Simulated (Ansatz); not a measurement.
Set up this calculation in Ansatz 0.2.0, as the native input.

| Item | Value |
| --- | --- |
| Task | relaxation of cell and atoms |
| Functional | RPBE |
| Potentials or basis | Ansatz PAW |
| Cutoff | 420 eV (not typed: the program's choice for these potentials) |
| k mesh | 9 × 9 × 9 |
| Occupations | fermi-dirac, width 0.05 eV |
| Spin | no spin polarisation |

HfN:

```
Hf N
1.0
     0.00000    2.45482    2.45482
     2.45482    0.00000    2.45482
     2.45482    2.45482    0.00000
Hf N
1 1
Direct
  0.00000 0.00000 0.00000
  0.25000 0.25000 0.25000
```

The cell comes from a database or a generator and needn't be the stable form of this composition.

These files were run (other wordings do the same):

input.yaml

```yaml
crystal:
  lattice:
    - [0.0, 2.454822, 2.454822]
    - [2.454822, 0.0, 2.454822]
    - [2.454822, 2.454822, 0.0]
  atoms:
    - { symbol: Hf, position: [0.0, 0.0, 0.0] }
    - { symbol: "N", position: [0.25, 0.25, 0.25] }
hamiltonian:
  xc: rpbe
  pseudopotentials: { kind: paw }
kpoints:
  mp_grid: { grid: [9, 9, 9] }
scf:
  occupations: { method: fermi_dirac, width: 0.05 }
output:
  forces: true
  stress: true
  eigenvalues: true
  write_density: true
  write_potential: true
  elf: true
  volumetric_format: npy
relax:
  f_tol: 0.01
  max_steps: 40
  cell: { stress_tol: 0.05 }
```

Potentials or basis: Ansatz PAW.

The run is started by

```sh
$ ansatz run input.yaml --threads 2 --pin off --max-ram 5632MiB --backend cpu --events-out ev --progress --plain --runs-dir out
```

Results of the run:

The relaxed volume is 15.13 Å³/atom. The relaxed cell is a = 3.497 Å, b = 3.497 Å, c = 3.497 Å, α = 60.00°, β = 60.00°, γ = 60.00°. The space group after relaxing (to 0.05 Å) is F-43m (No. 216), the energy gained by relaxing is 4.3 meV/atom and the ionic steps are 4. The pressure after relaxing is 0.0 GPa. The band gap on the k mesh is none (metal or under the smearing width).

Caveat: the plane-wave basis is chosen anew once the cell has moved, so the energies of steps on either side of that aren't comparable; the pressure holds a Pulay correction of +0.3 GPa for the finite cutoff; the PAW data sets come from PBE, with cores solved anew for the run's functional, which leaves a small shift of forces and pressure.

It took 11 s on 2 threads of Intel(R) Xeon(R) Platinum 8259CL CPU @ 2.50GHz (Skylake/Cascade Lake), with other jobs on the host, peak memory 0.4 GiB.
